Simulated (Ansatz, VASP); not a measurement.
One calculation of Tl, two programs

```
CELL_PARAMETERS angstrom
-2.00366 2.00366 1.93470
2.00366 -2.00366 1.93470
2.00366 2.00366 -1.93470
ATOMIC_POSITIONS crystal
Tl 0.00000 0.00000 0.00000
```

Alike in both runs: functional PBE; k mesh 10 × 10 × 10; occupations gaussian, width 0.1 eV; no spin polarisation.

Ansatz relaxed the structure, and its values are those at the end. VASP's run is a single point on that final structure, the one shown.

```csv
,VASP,Ansatz
version,VASP 6.6.1,Ansatz 0.2.0
potentials or method,"VASP PAW PBE potentials, release 64 (Tl_d)","scalar-relativistic, plane waves, PAW"
plane-wave cutoff (eV),520,420
valence electrons in the cell,13,13
```

Ansatz gave:

```
gap on the k mesh at the Fermi level (eV) : none
pressure (GPa)                            : 0.2
```

Problem. Which values does VASP return?

Solution. gap on the k mesh at the Fermi level (eV): none; pressure (GPa): 0.1.

A gap of «none» marks a metal or a gap that the smearing closes.

Spin-orbit coupling is left out, which matters for the levels of Tl.
